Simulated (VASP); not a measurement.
# Te (P3_121) in VASP: single point with PBE0

Aim: the single point of Te with PBE0.

Everything below comes from runs of VASP 6.6.1. Logs are shortened: lines on timing, memory, paths and dates and some standing lists are left out, and cuts for length are marked.

## 1. The structure

Symmetry: P3_121, No. 152, trigonal system. The conventional cell has a = 4.312 Å, b = 4.312 Å, c = 5.966 Å, α = 90.00°, β = 90.00°, γ = 120.00°. Around Te (site symmetry 2) lie 6 Te at 2.91 to 3.34 Å.

## 2. Single point, PBE0

File POSCAR:

```
Te
1.0
    4.3118200000      0.0000000000      0.0000000000
   -2.1559100000      3.7341400000      0.0000000000
    0.0000000000      0.0000000000      5.9663300000
Te
3
Direct
    0.2846900000      0.0000000000      0.3333300000
    1.0000000000      0.2846900000      0.6666700000
    0.7153100000      0.7153100000      0.0000000000
```

File INCAR.step1:

```
SYSTEM = Te
ALGO = Normal
EDIFF = 1E-5
ENCUT = 520
GGA = PE
ISIF = 2
ISMEAR = 0
LASPH = .TRUE.
LCHARG = .FALSE.
LREAL = .FALSE.
LWAVE = .TRUE.
NELM = 100
PREC = Accurate
SIGMA = 0.1
```

File INCAR.step2:

```
SYSTEM = Te
AEXX = 0.25
ALGO = Normal
EDIFF = 1E-6
ENCUT = 520
GGA = PE
ISIF = 2
ISMEAR = 0
ISTART = 1
LASPH = .TRUE.
LCHARG = .FALSE.
LHFCALC = .TRUE.
LREAL = .FALSE.
LWAVE = .FALSE.
NELM = 100
PREC = Accurate
PRECFOCK = Fast
SIGMA = 0.1
```

File KPOINTS:

```
k-points
0
G
  6 6 4
  0 0 0
```

Potentials or basis: VASP PAW PBE potentials, release 64 (Te).

Run with:

```
> cat potpaw_PBE.64/Te/POTCAR > POTCAR
> cp INCAR.step1 INCAR
> mpirun -np 1 vasp_std > vasp.out
> cp INCAR.step2 INCAR
> mpirun -np 1 vasp_std > vasp.out
```

OUTCAR:

```text
SYSTEM = Te
   AEXX = 0.25
   EDIFF = 1E-6
   ENCUT = 520
   GGA = PE
   ISIF = 2
   ISMEAR = 0
   ISTART = 1
   LASPH = .TRUE.
   LHFCALC = .TRUE.
   LREAL = .FALSE.
   NELM = 100
   PREC = Accurate
   PRECFOCK = Fast

 ion  position               nearest neighbor table
   1  0.285  0.000  0.333-   3 2.91   2 2.91   3 3.34   3 3.34   2 3.34   2 3.34
   2  0.000  0.285  0.667-   3 2.91   1 2.91   3 3.34   3 3.34   1 3.34   1 3.34
   3  0.715  0.715  0.000-   2 2.91   1 2.91   1 3.34   2 3.34   2 3.34   1 3.34

  LATTYP: Found a hexagonal cell.
 ALAT       =     4.3118200000
 C/A-ratio  =     1.3837149974

  Lattice vectors:

 A1 = (   4.3118200000,   0.0000000000,   0.0000000000)
 A2 = (  -2.1559100000,   3.7341400000,   0.0000000000)
 A3 = (   0.0000000000,   0.0000000000,   5.9663300000)

Analysis of symmetry for initial positions (statically):
=====================================================================
 Subroutine PRICEL returns:
 Original cell was already a primitive cell.

 Routine SETGRP: Setting up the symmetry group for a
 hexagonal supercell.

 Subroutine GETGRP returns: Found  2 space group operations
 (whereof  2 operations were pure point group operations)
 out of a pool of 24 trial point group operations.

The static configuration has the point symmetry C_2 .

Analysis of symmetry for dynamics (positions and initial velocities):
=====================================================================
 Subroutine PRICEL returns:
 Original cell was already a primitive cell.

 Routine SETGRP: Setting up the symmetry group for a
 hexagonal supercell.

 Subroutine GETGRP returns: Found  2 space group operations
 (whereof  2 operations were pure point group operations)
 out of a pool of 24 trial point group operations.

The dynamic configuration has the point symmetry C_2 .

 Subroutine INISYM returns: Found  2 space group operations
 (whereof  2 operations are pure point group operations),
 and found     1 'primitive' translations

----------------------------------------------------------------------------------------

                                     Primitive cell

  volume of cell :      96.0635

  direct lattice vectors                    reciprocal lattice vectors
     4.311820000  0.000000000  0.000000000     0.231920627  0.133899640  0.000000000
    -2.155910000  3.734140000  0.000000000     0.000000000  0.267799279  0.000000000
     0.000000000  0.000000000  5.966330000     0.000000000  0.000000000  0.167607223

  length of vectors
     4.311820000  4.311815101  5.966330000     0.267798975  0.267799279  0.167607223

[... 105 lines left out ...]
  Thomas-Fermi vector in A             =   2.063845
   LORBIT       =      0    0 simple, 1 ext, 2 COOP (PROOUT), +10 PAW based schemes
   GGA     = PE    functional components
   LHFCALC =     T    Hartree Fock is set to
   PRECFOCK=fast      Normal, Fast or Accurate (Low or Medium for compatibility)
   ENCUT4O =  -1.0   cutoff for four orbital integrals eV
   NKREDX  =     1    reduce k-point grid by
   NKREDY  =     1    reduce k-point grid by
   NKREDZ  =     1    reduce k-point grid by
   AEXX    =    0.2500 exact exchange contribution
   HFSCREEN=    0.0000 screening length (either q_TF or 0.3 A-1)
   HFSCREENC=   0.0000 screening length for correlation (either q_TF or 0.3 A-1)
   ENCUTFOCK=  -1.0 apply spherical cutoff to Coloumb kernel
   IVDW    =     0    specifies the selected vdW correction
   LEPSILON=     F    determine dielectric tensor
   LRPA    =     F    only Hartree local field effects (RPA)
 non-spin polarized calculation
 Gauss-broadening in eV      SIGMA  =   0.10
  energy-cutoff  :      520.00
  volume of cell :       96.06
 maximum number of plane-waves:      2607
  NGX = 18; NGY = 18; NGZ = 24

 number of electron      17.9999998 magnetization

 Free energy of the ion-electron system (eV)
  ---------------------------------------------------
  ext. energy  EPLUGINS =         0.00000000
  ---------------------------------------------------
  free energy    TOTEN  =       -13.23701542 eV

  energy without entropy =      -13.23701542  energy(sigma->0) =      -13.23701542

 E-fermi :   6.5357     XC(G=0):  -7.4253

 val. band max:        6.1176292452   @ k =   0.3333   0.3333   0.5000
 cond. band min:       7.0146506837   @ k =   0.3333   0.3333   0.5000
 fundamental gap:      0.8970214385
 Fermi energy:         6.5356737581

 k-point     1 :       0.0000    0.0000    0.0000
  band No.  band energies     occupation
      1      -9.3144      2.00000
      2      -5.5551      2.00000
      3      -5.5550      2.00000
      4       2.7891      2.00000
      5       3.2613      2.00000
      6       3.2613      2.00000
      7       4.0797      2.00000
      8       4.0798      2.00000
      9       4.7406      2.00000
     10       8.1349      0.00000
     11       8.1350      0.00000
     12       8.9886      0.00000
     13      12.2213      0.00000
[... 354 lines left out ...]
  band No.  band energies     occupation
      1      -7.6227      2.00000
      2      -6.6278      2.00000
      3      -5.2988      2.00000
      4      -0.3014      2.00000
      5       0.8935      2.00000
      6       1.7714      2.00000
      7       3.4605      2.00000
      8       4.0703      2.00000
      9       4.2812      2.00000
     10       8.2817      0.00000
     11       9.0981      0.00000
     12       9.7623      0.00000
     13      10.5047      0.00000

 [... further k-points ...]

------------------------ aborting loop because EDIFF is reached ----------------------------------------

  FORCE on cell =-STRESS in cart. coord.  units (eV):
  Direction    XX          YY          ZZ          XY          YZ          ZX
  --------------------------------------------------------------------------------------
  -------------------------------------------------------------------------------------
  Total        0.3229139      0.3228227     -0.5279934     -0.0000782     -0.0000844      0.0001464
  in kB        5.3856594      5.3841376     -8.8060383     -0.0013038     -0.0014072      0.0024418
  external PRESSURE =       0.6545862 kB  Pullay stress =       0.0000000 kB

 VOLUME and BASIS-vectors are now :
 -----------------------------------------------------------------------------
  energy-cutoff  :      520.00
  volume of cell :       96.06
      direct lattice vectors                 reciprocal lattice vectors
     4.311820000  0.000000000  0.000000000     0.231920627  0.133899640  0.000000000
    -2.155910000  3.734140000  0.000000000     0.000000000  0.267799279  0.000000000
     0.000000000  0.000000000  5.966330000     0.000000000  0.000000000  0.167607223

 POSITION                                       TOTAL-FORCE (eV/Angst)
 -----------------------------------------------------------------------------------
      1.22753      0.00000      1.98876        -0.545637      0.000005      0.000151
     -0.61377      1.06307      3.97757         0.272823     -0.472532     -0.000151
      1.54214      2.67107      0.00000         0.272814      0.472526      0.000000
 -----------------------------------------------------------------------------------
    total drift:                               -0.000002      0.000001      0.000000

  FREE ENERGIE OF THE ION-ELECTRON SYSTEM (eV)
  ---------------------------------------------------
  free  energy   TOTEN  =       -13.2370154188 eV

  energy  without entropy=      -13.2370154187  energy(sigma->0) =      -13.23701542
```

Run time: 22 min. Hardware: 1 thread of Intel Xeon 6975P-C (Granite Rapids), shared host; peak memory 0.28 GiB.

What came out:

```
Free energy            : -13.2370 eV
Pressure               : 0.1 GPa
Largest force          : 0.546 eV/Å
Band gap on the k mesh : 0.90 eV, direct
```

Forces on the atoms (eV/Å):
```
Te  -0.546  0.000  0.000
Te   0.273 -0.473  0.000
Te   0.273  0.473  0.000
```

Caveat: the PAW data sets were made with another functional, which shifts forces and pressure a little; spin-orbit coupling is left out, which moves the levels of the heavy elements. A k mesh can miss the band edges.
